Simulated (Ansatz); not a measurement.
Crystal: Si3N4.

```xyz
7
Lattice="4.1308 0.0000 0.0000 0.0000 4.1308 0.0000 0.0000 0.0000 4.1308" Properties=species:S:1:pos:R:3 pbc="T T T"
Si    0.0000    0.0000    2.0654
Si    2.0654    0.0000    0.0000
Si    0.0000    2.0654    0.0000
N     0.9894    0.9894    3.1414
N     3.1414    3.1414    3.1414
N     0.9894    3.1414    0.9894
N     3.1414    0.9894    0.9894
```

The cell was built by a generator and needn't be a form met in nature.

Base run:

| Item | Value |
| --- | --- |
| Program | Ansatz 0.2.0 |
| Functional | PBE |
| Potentials or basis | Ansatz PAW |
| Cutoff | 420 eV (not typed: the program's choice for these potentials) |
| k mesh | 4 × 4 × 4 |
| Occupations | fermi-dirac, width 0.05 eV |
| Spin | no spin polarisation |

Its results: band gap on the k mesh 2.73 eV, indirect (least direct gap 2.93 eV); pressure 0.0 GPa.

**Question.** The run is repeated on the same cell with these changes: cutoff from 420 eV (not typed: the program's choice for these potentials) to 300 eV; k mesh from 4 × 4 × 4 to 7 × 7 × 7. What comes out?

**Answer.** Band gap on the k mesh 2.74 eV, indirect (least direct gap 2.90 eV); pressure 0.7 GPa.

Caveats: odd divisions of the mesh miss points on the zone boundary, where band edges often lie, so the gap on the mesh can be too wide (some runs); the pressure holds a Pulay correction of +14.8 GPa for the finite cutoff (some runs); the cutoff lies under the one recommended for these potentials (some runs).

A k mesh can miss the band edges.
